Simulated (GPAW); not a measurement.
Crystal: HfO2.

```
Hf O
1.0
     4.81353    0.00000    0.00000
     0.00000    4.81353    0.00000
     0.00000    0.00000    3.20542
Hf O
2 4
Direct
  0.50000 0.50000 0.50000
  0.00000 0.00000 0.00000
  0.80504 0.19496 0.50000
  0.69496 0.69496 0.00000
  0.30504 0.30504 0.00000
  0.19496 0.80504 0.50000
```

Measurements of this composition are mostly on another form, of space group No. 14.

Base run:

| Item | Value |
| --- | --- |
| Program | GPAW 26.7.0 |
| Functional | PBE |
| Potentials or basis | GPAW PAW data sets (gpaw-data 1.2.1) |
| Cutoff | 650 eV |
| Basis | pw |
| k mesh | 5 × 5 × 7 |
| Occupations | fermi-dirac, width 0.001 eV |
| Spin | no spin polarisation |
| Hubbard terms | Hf d U = 4.0 eV |

Its results: band gap on the k mesh 4.86 eV, direct; electronic dielectric tensor (diagonal) 3.53, 3.53, 3.89.

The run is repeated on the same cell with these changes: hubbard terms from Hf d U = 4.0 eV to Hf d U = 2.0 eV. What comes out?

Band gap on the k mesh 4.43 eV, direct; electronic dielectric tensor (diagonal) 3.73, 3.73, 4.14.

Caveats: the long-wavelength limit can be off by several per cent where d states take part; response on these states lacks terms of the Hamiltonian; spin-orbit coupling is left out, which moves the levels of the heavy elements; an odd mesh through Γ misses points on the zone boundary, where band edges often lie.
